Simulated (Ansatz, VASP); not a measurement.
**GaN in VASP and in Ansatz**

```
Ga N
1.0
     0.00000    2.10852    2.15069
     2.10852    0.00000    2.15069
     2.10852    2.10852    0.00000
Ga N
1 1
Direct
  0.00000 0.00000 0.00000
  0.50000 0.50000 0.50000
```

Change from the starting cell: uniaxial_z strain +2.0%.

Alike in both runs: task single point; functional PBE; k mesh 10 × 10 × 10; occupations fermi-dirac, width 0.02 eV; no spin polarisation.

|  | VASP | Ansatz |
| --- | --- | --- |
| version | VASP 6.6.1 | Ansatz 0.2.0 |
| potentials or method | VASP PAW PBE potentials, release 64 (Ga_d, N) | plane waves, PAW |
| plane-wave cutoff (eV) | 520 | 420 |
| valence electrons in the cell | 18 | 18 |

|  | VASP | Ansatz | Ansatz less VASP |
| --- | --- | --- | --- |
| pressure (GPa) | 4.5 | 3.7 | -0.80 |
| largest component of the traceless stress (GPa) | 2.36 | 2.32 | -0.037 |

With one functional, cell and mesh, what is left measures potentials, basis and numerics.
